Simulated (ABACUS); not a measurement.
Bi: equation of state with PBE

Bi:

```
Bi
1.0
     2.26750    1.30914    3.93800
    -2.26750    1.30914    3.93800
     0.00000   -2.61828    3.93800
Bi
2
Direct
  0.76600 0.76600 0.76600
  0.23400 0.23400 0.23400
```

| Quantity | Value |
| --- | --- |
| Program | ABACUS 3.10.1 |
| Task | equation of state |
| Functional | PBE |
| Potentials or basis | PseudoDojo NC SR 0.4.1 PBE standard |
| Cutoff | 1361 eV |
| Density cutoff | 5442 eV |
| Basis | DZP LCAO (the cutoffs set its grid) |
| k mesh | 7 × 7 × 7 |
| Occupations | fermi-dirac, width 0.05 eV |
| Spin | no spin polarisation |

- Equilibrium volume: 37.32 Å³/atom (rough: see the caveat)
- Bulk modulus at fixed shape and positions: 42 GPa (rough)

Energy against volume, from the lowest point:
| volume (Å³/atom) | energy (meV/atom) |
| --- | --- |
| 32.965 | 84.42 |
| 33.667 | 57.06 |
| 34.368 | 35.75 |
| 35.070 | 19.96 |
| 35.771 | 9.10 |
| 36.472 | 2.56 |
| 37.174 | 0.00 |

All runs of the series together: 35 s on 4 threads of Intel(R) Xeon(R) CPU @ 2.60GHz (Ice Lake), with other jobs on the host.

Caveat: the atomic orbitals were generated for these runs and aren't a published set; the minimum lies outside the volumes run; the cell was scaled at fixed shape and fractional positions, which overstates the stiffness of a crystal with free parameters, most of all of layers and chains; the basis of atomic orbitals isn't converged, which shifts pressures, moduli and gaps.
